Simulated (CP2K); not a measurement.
AlO:

```xyz
2
Lattice="2.7692 0.0000 0.0000 0.0000 2.7692 0.0000 0.0000 0.0000 2.7692" Properties=species:S:1:pos:R:3 pbc="T T T"
Al    1.3846    1.3846    1.3846
O     0.0000    0.0000    0.0000
```

The cell was built by a generator and needn't be a form met in nature.

Base run:

- Program: CP2K 2026.2
- Functional: RPBE
- Dispersion: D3(BJ)
- Potentials or basis: POTENTIAL_UZH Al GTH-PBE-q3, O GTH-PBE-q6; TZVP-MOLOPT-PBE-GTH basis
- Density cutoff: 8163 eV
- k mesh: 10 × 10 × 10
- Occupations: fermi-dirac, width 0.05 eV
- Spin: no spin polarisation

Its results: band gap on the k mesh none (metal or under the smearing width); pressure -16.0 GPa.

Question: After a change of settings the same cell gave: band gap on the k mesh none (metal or under the smearing width); pressure 1.6 GPa. Which change was it?
A. dispersion from D3(BJ) to D4
B. dispersion from D3(BJ) to none
C. dispersion from D3(BJ) to D3
D. dispersion from D3(BJ) to D3(BJ)+ATM

Answer: B.

Dispersion adds attraction, which lowers the pressure at fixed volume and, as a term added to the energy, leaves the levels alone.

Caveats: the potentials were made for another functional, which shifts forces and pressure; the basis of atomic orbitals isn't converged, which shifts pressures, moduli and gaps; an odd number of electrons without spin polarisation forces a metal; a magnetic or distorted state may lie lower; pairwise dispersion overbinds metals, which lowers pressure and volume (some runs).
